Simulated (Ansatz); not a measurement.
SiO2 (rutile): an Ansatz output whose functional has been blanked. The cell was relaxed beforehand with r2SCAN.

```yaml
crystal:
  lattice:
    - [4.18519, 0.00000, 0.00000]
    - [0.00000, 4.18519, 0.00000]
    - [0.00000, 0.00000, 2.66884]
  atoms:
    - { symbol: Si, position: [0.00000, 0.00000, 0.00000] }
    - { symbol: Si, position: [0.50000, 0.50000, 0.50000] }
    - { symbol: O, position: [0.30610, 0.30610, 0.00000] }
    - { symbol: O, position: [0.19390, 0.80610, 0.50000] }
    - { symbol: O, position: [0.80610, 0.19390, 0.50000] }
    - { symbol: O, position: [0.69390, 0.69390, 0.00000] }
```

```
Pseudopotential: Si, paw, valence charge 4, recommended cutoff 500 eV
Pseudopotential: O, paw, valence charge 6, recommended cutoff 500 eV
Crystal: 6 atoms, lattice volume = 46.747 Å³
Basis set: ecut = 500 eV, 1177 PW (Γ)
Bands: 21, of which v1, the nominal top of the filled ones, is band 16 counted from 1 (15 counted from 0)
Symmetry: 16 space group operations
Space group: P42/mnm (ITA 136)
k-points: 24 of 96
[warm-up without exact exchange]
SCF 1 stopped early in 3 iterations: F = -3559.348755 eV  dr2 = 5.54e-4
[exact exchange on]
SCF 2 stopped early in 6 iterations: F = -3557.802614 eV  dr2 = 1.06e-7
hybrid outer 1: dexx = +4.936e-3 eV, tail = 8.17e-6 eV
SCF 3 converged in 4 iterations: F = -3557.802658 eV  dr2 = 7.92e-10
hybrid outer 2: dexx = +1.056e-7 eV, tail = 3.64e-9 eV, Δε = 1.14e-3 eV, ΔF = 2.57e-4 eV/Å
NSCF: frozen V_eff on 6 k-points
hybrid SCF converged: 2 outer / 10 inner (+3 warm-up)
Free energy (F): -3557.802658 eV
Fermi energy:    8.471114 eV
--- Per-component energies (eV) ---
  E_band       = -22.086788
  E_kinetic    = 821.716350
  E_local      = -1222.948383
  E_nonlocal   = 228.041785
  E_hartree    = 438.215103
  E_xc         = -312.344572
  E_vxc        = -404.681658
  E_exx        = -106.415743
  E_paw        = -1666.677291
  E_vpaw       = -128.148315
  E_vtau       = 20.330819
  E_ewald      = -1736.984304
  E_core_change = -0.410234
--- Forces (eV/Å), atoms counted from 1 ---
  atom   1  Si      0.00000      0.00000      0.00000
  atom   2  Si      0.00000      0.00000      0.00000
  atom   3  O       0.07109      0.07109      0.00000
  atom   4  O     -0.07109      0.07109      0.00000
  atom   5  O       0.07109    -0.07109      0.00000
  atom   6  O     -0.07109    -0.07109      0.00000
--- Stress (GPa, compression-positive) ---
       -6.856999       0.000000       0.000000
        0.000000      -6.856999       0.000000
        0.000000       0.000000      -8.396008
  P = ⅓ Tr σ = -7.3700 GPa (-73.700 kbar)
--- Band table (eV; the first three rows and the last of 24) ---
  k-point 0: bands = […, 5.3866, 5.3866, 6.0790, 7.6513, 7.6513, 8.4711, 17.5473, 18.6176, 20.5287, 20.5287, …]
  k-point 1: bands = […, 4.1840, 4.1840, 4.8795, 7.3454, 7.3454, 8.1005, 18.7980, 20.5834, 22.1463, 22.1463, …]
  k-point 2: bands = […, 3.0454, 3.2994, 3.4468, 6.4336, 6.4336, 6.9406, 20.1379, 22.8012, 22.8810, 24.7549, …]
  k-point 23: bands = […, 3.9820, 3.9820, 6.6578, 6.6578, 6.7764, 6.7764, 19.2511, 19.2511, 23.0754, 23.0754, …]
```

The file bands.tsv (bands near the Fermi energy, numbered from 0, rounded):
```tsv
# k_distance	band_11	band_12	band_13	band_14	band_15	band_16	band_17	band_18	band_19
# fermi_ev = 8.471114
# [0, 0, 0] at k_distance = 0.000000
# [0, 0.5, 0] at k_distance = 0.750645
# [0.5, 0.5, 0] at k_distance = 1.501291
# [0, 0, 0.5] at k_distance = 3.086406
# [0, 0.5, 0.5] at k_distance = 3.837052
# [0.5, 0.5, 0.5] at k_distance = 4.587697
# levels_relative_to = fermi_ev
0.000	-3.084	-2.392	-0.820	-0.820	0.000	9.076	10.147	12.058	12.058
0.751	-4.050	-2.598	-2.598	-1.089	-1.089	11.345	11.345	12.655	12.655
1.501	-3.224	-2.716	-2.716	-2.454	-2.454	11.034	11.034	13.733	13.733
3.086	-4.634	-3.278	-3.278	-2.857	-2.857	12.888	12.888	16.472	16.472
3.837	-4.068	-2.284	-2.284	-1.884	-1.884	12.486	12.486	13.558	13.558
4.588	-4.489	-1.813	-1.813	-1.695	-1.695	10.780	10.780	14.604	14.604
```
In order the rows are Γ, X, M, Z, R, A.

Q: Which level of theory was used?
A. HSE06
B. PBE0
C. r2SCAN0
D. LC-ωPBE

A: C. r2SCAN0. The exchange loop and the term E_exx show exact exchange. The term E_vtau belongs to a meta-GGA, which reads the kinetic-energy density. The r2SCAN0 gap is direct at Γ: 9.08 eV. Among hybrids the size of the gap and of E_exx follows the share and range of exact exchange. The stress of a hybrid is loosely converged here. The log narrows the family; the member has to be judged from the numbers.

Run as `ansatz run input.yaml --threads 4 --pin off --max-ram 7372MiB --backend cpu --events-out ev --progress --plain --runs-dir out`. Wall time 40 s on 4 threads of Intel(R) Xeon(R) Platinum 8259CL CPU @ 2.50GHz (Skylake/Cascade Lake), on a shared host, load about 0.5 per core; peak host memory 1.3 GiB.

Spin-unpolarised throughout; all numbers are computed.

The meshes of the hybrids are coarse, so their gaps aren't converged to the digits shown.
